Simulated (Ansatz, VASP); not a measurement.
## Ta: VASP beside Ansatz

```
Ta
1.0
     5.31216    0.00000    0.00000
     0.00000    5.31216    0.00000
     0.00000    0.00000    5.31216
Ta
8
Direct
  0.50000 0.50000 0.50000
  0.00000 0.00000 0.00000
  0.25000 0.00000 0.50000
  0.50000 0.25000 0.00000
  0.50000 0.75000 0.00000
  0.75000 0.00000 0.50000
  0.00000 0.50000 0.75000
  0.00000 0.50000 0.25000
```

Alike in both runs: task relaxation of cell and atoms; functional PBEsol; k mesh 4 × 4 × 4; occupations gaussian, width 0.1 eV; no spin polarisation.

|  | VASP | Ansatz |
| --- | --- | --- |
| version | VASP 6.6.1 | Ansatz 0.2.0 |
| potentials or method | VASP PAW PBE potentials, release 64 (Ta_pv) | scalar-relativistic, plane waves, PAW |
| plane-wave cutoff (eV) | 600 | 420 |
| valence electrons in the cell | 88 | 104 |

```tsv
	VASP	Ansatz	Ansatz less VASP
gap on the k mesh at the Fermi level, each at its own relaxed structure (eV)	none	none	-
relaxed volume (Å³/atom)	18.23	18.19	-0.033
relaxed cell length with the largest relative difference (Å)	5.263	5.260	-0.0032
energy change over the relaxation (meV/atom)	-10	-10	-0.5
```

A gap of «none» marks a metal or a gap that the smearing closes. The two sets of potentials don't hold the same shells in valence.

Caveats: the PAW data sets were made with another functional, which shifts forces and pressure a little (VASP). The runs have no spin-orbit coupling, so splittings on Ta are missing.
